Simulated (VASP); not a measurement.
A VASP 6.6.1 relaxation on LiCl

INCAR

```
IBRION = 2
LREAL = .FALSE.
LCHARG = .FALSE.
PREC = Accurate
ENCUT = 600
GGA = CA
POTIM = 0.2
ISMEAR = -1
NBANDS = 12
LWAVE = .FALSE.
NELM = 120
SIGMA = 0.02
ISIF = 3
EDIFF = 1E-7
EDIFFG = -5E-3
NSW = 40
LASPH = .TRUE.
```

KPOINTS

```
KPOINTS created by Atomic Simulation Environment
0
Gamma
8 8 8
0 0 0
```

POSCAR

```
Li Cl
 1.0000000000000000
     0.0000000000000000    2.5745971596289259    2.5745971596289259
     2.5745971596289259    0.0000000000000000    2.5745971596289259
     2.5745971596289259    2.5745971596289259    0.0000000000000000
 Li  Cl
   1   1
Cartesian
  0.0000000000000000 -0.0000000000000000 -0.0000000000000000
  2.5745971596289254  2.5745971596289254  2.5745971596289254
```

The recommended LDA PAW datasets give the neutral cell 10 valence electrons.

Command

```
mpirun -np 1 vasp_std
```

Predict the outcome of this run.

It converged. Results: relaxed cell vector lengths 3.508, 3.508, 3.508 Å; relaxed cell volume 30.52 Å³.

OSZICAR

```
N       E                     dE             d eps       ncg     rms          rms(c)
DAV:   1     0.403728765157E+02    0.40373E+02   -0.44848E+03   696   0.851E+02
DAV:   2    -0.564996877115E+01   -0.46023E+02   -0.44057E+02   840   0.144E+02
DAV:   3    -0.807833502272E+01   -0.24284E+01   -0.24207E+01   932   0.344E+01
DAV:   4    -0.813083222808E+01   -0.52497E-01   -0.52480E-01   972   0.511E+00
DAV:   5    -0.813140244452E+01   -0.57022E-03   -0.57020E-03   932   0.491E-01    0.233E+00
DAV:   6    -0.806128698597E+01    0.70115E-01   -0.13117E-01   880   0.159E+00    0.161E+00
DAV:   7    -0.805359273790E+01    0.76942E-02   -0.31179E-02  1068   0.866E-01    0.809E-01
DAV:   8    -0.805339824963E+01    0.19449E-03   -0.26373E-03   968   0.344E-01    0.139E-01
DAV:   9    -0.805337047543E+01    0.27774E-04   -0.14475E-04   904   0.801E-02    0.356E-02
DAV:  10    -0.805338036279E+01   -0.98874E-05   -0.10987E-05   820   0.220E-02    0.110E-02
...
DAV:   7    -0.809812745554E+01    0.53190E-07   -0.42673E-07   784   0.425E-03
   4 F= -.80981275E+01 E0= -.80981275E+01  d E =-.447473E-01
       N       E                     dE             d eps       ncg     rms          rms(c)
DAV:   1    -0.809865552295E+01   -0.52801E-03   -0.88855E-03   696   0.566E-01    0.145E-01
DAV:   2    -0.809821931967E+01    0.43620E-03   -0.10047E-03   836   0.179E-01    0.505E-02
DAV:   3    -0.809816765574E+01    0.51664E-04   -0.19536E-04   808   0.741E-02    0.314E-02
DAV:   4    -0.809816400522E+01    0.36505E-05   -0.51675E-06  1148   0.153E-02    0.516E-03
DAV:   5    -0.809816376048E+01    0.24474E-06   -0.88878E-07   836   0.548E-03    0.173E-03
DAV:   6    -0.809816375654E+01    0.39414E-08   -0.17122E-08   432   0.111E-03
   5 F= -.80981638E+01 E0= -.80981638E+01  d E =-.447836E-01
```

Standard output (part)

```
POSCAR found type information on POSCAR LiCl
 POSCAR found :  2 types and       2 ions
 LDA part: xc-table for (Slater(with rela. corr.)+CA(PZ))
 , standard interpolation
 POSCAR, INCAR and KPOINTS ok, starting setup
 WAVECAR not read
 entering main loop
 curvature:   0.00 expect dE= 0.000E+00 dE for cont linesearch  0.000E+00
 search vector abs. value=  0.169E-01
 bond charge predicted
 trial-energy change:   -0.015522  1 .order   -0.015448   -0.016950   -0.013947
 bond charge predicted
 curvature:  -2.44 expect dE=-0.222E-02 dE for cont linesearch -0.222E-02
 ZBRENT: extrapolating
 opt :   5.0915  next Energy=    -8.098334 (dE=-0.450E-01)
 bond charge predicted
 curvature:  -2.49 expect dE=-0.410E-04 dE for cont linesearch -0.410E-04
 ZBRENT: bracketing found
 ZBRENT: interpolating
 opt :   4.9548  next Energy=    -8.098164 (dE=-0.448E-01)
 bond charge predicted
 curvature:  -2.19 expect dE=-0.101E-06 dE for cont linesearch -0.101E-06
 trial: gam=-0.00165 g(F)=  0.267E-61 g(S)=  0.462E-07 ort = 0.280E-04 (trialstep = 0.179E+01)
 search vector abs. value=  0.100E-09
 reached required accuracy - stopping structural energy minimisation
```

```
ionic step  ΔE (meV/atom)  volume (Å³)  largest force (eV/Å)  pressure (GPa)  electronic steps
         1            0.0        34.13                 0.000           -3.59                12
         2           -7.8        33.38                 0.000           -3.02                 7
         3          -21.3        31.24                 0.000           -0.91                 8
         4          -22.4        30.43                 0.000            0.13                 7
         5          -22.4        30.52                 0.000           -0.01                 6
```

 The volume moved far on the plane waves of the start cell, so a restart from CONTCAR is due.

For comparison, a separate LDA relaxation on usual settings, not on those above, ends at 30.50 Å³.
